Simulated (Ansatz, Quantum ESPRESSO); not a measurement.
**TiO2 [001], anatase: uniaxial strain and lateral response**

The c axis is held at a set length while the cell relaxes sideways. How do the lateral strain and the stress follow? The strained cell has c along the load; unstrained it is a = 3.7721 Å, b = 3.7721 Å, c = 9.5444 Å, α = 90.00°, β = 90.00°, γ = 90.00°, with 12 atoms.

Calculated with Quantum ESPRESSO 7.5, PBEsol, GBRV 1.5 ultrasoft potentials, cutoff 680 eV, Fermi–Dirac smearing 0.02 eV, k-mesh 7×7×3, no spin polarisation, no spin-orbit coupling.

Relaxed positions at 0 %:

```csv
atom,x,y,z
Ti,0.0000,0.0000,0.0000
Ti,0.0000,0.5000,0.2500
Ti,0.5000,0.5000,0.5000
Ti,0.5000,0.0000,0.7500
O,0.0000,0.0000,0.2077
O,0.0000,0.5000,0.4577
O,0.0000,0.5000,0.0423
O,0.0000,0.0000,0.7923
O,0.5000,0.5000,0.7077
O,0.5000,0.0000,0.9577
O,0.5000,0.0000,0.5423
O,0.5000,0.5000,0.2923
```

```csv
ε_c (%),a (Å),c (Å),ε_a (%),"σ (GPa, tension positive)"
−3,3.8040,9.2581,0.848,−3.46
−2,3.7936,9.3535,0.571,−2.24
0,3.7721,9.5444,0.000,0.00
1,3.7610,9.6398,−0.294,1.06
2,3.7498,9.7353,−0.591,2.07
3,3.7384,9.8307,−0.891,3.06
```

**Question.** Fit both responses and give the free strain and the stress at −1 %, a row left out above.

Least squares with y = y0 + y1 ε + y2 ε² (ε in %) gives ε_a = −0.001 + (−0.2901) ε + (−0.0023) ε² and σ = 0.00 + (1.084) ε + (−0.022) ε² GPa. The linear terms put the ratio of free to applied strain at −0.290 and the Young modulus at 108 GPa.

At −1 % the free strain comes out as 0.287 %. The run itself gives 0.287 %, so the estimate misses by 0.000 %, a rounding's worth.

The stress comes out as −1.10 GPa. The run itself gives −1.09 GPa, so the estimate misses by 0.01 GPa, a rounding's worth.

The negative ε² term means that the crystal stiffens in compression and softens in tension.

The same fit over all rows at other levels or in other programs gives the strain ratio = −0.292 with PBEsol (Ansatz).

[Logs are printed without paths, hosts, clocks, repeated set-up lines and the standing remarks that a program may print on its own settings, such as how far it seeks lower states.]
